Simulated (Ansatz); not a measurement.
FePt (Tetraferroplatinum):

```
Pt Fe
1.0
     2.72350    0.00000    0.00000
     0.00000    2.72350    0.00000
     0.00000    0.00000    3.72000
Pt Fe
1 1
Direct
  0.50000 0.50000 0.50000
  0.00000 0.00000 0.00000
```

Base run:

| Property | Result |
| --- | --- |
| Program | Ansatz 0.2.0 |
| Functional | PBEsol |
| Potentials or basis | Ansatz PAW |
| Cutoff | 420 eV (not typed: the program's choice for these potentials) |
| k mesh | 10 × 10 × 7 |
| Occupations | fermi-dirac, width 0.05 eV |
| Spin | no spin polarisation |

Its results: band gap on the k mesh none (metal or under the smearing width); pressure -22.5 GPa.

**Question.** The run is repeated on the same cell with these changes: spin from no spin polarisation to collinear spin, ferromagnetic start. What comes out?

**Answer.** Band gap on the k mesh none (metal or under the smearing width); pressure -6.0 GPa; net moment 3.28 μB per cell; site moments Pt +0.39; Fe +2.94 μB.

Caveats: the PAW data sets come from PBE, with cores solved anew for the run's functional, which leaves a small shift of forces and pressure.
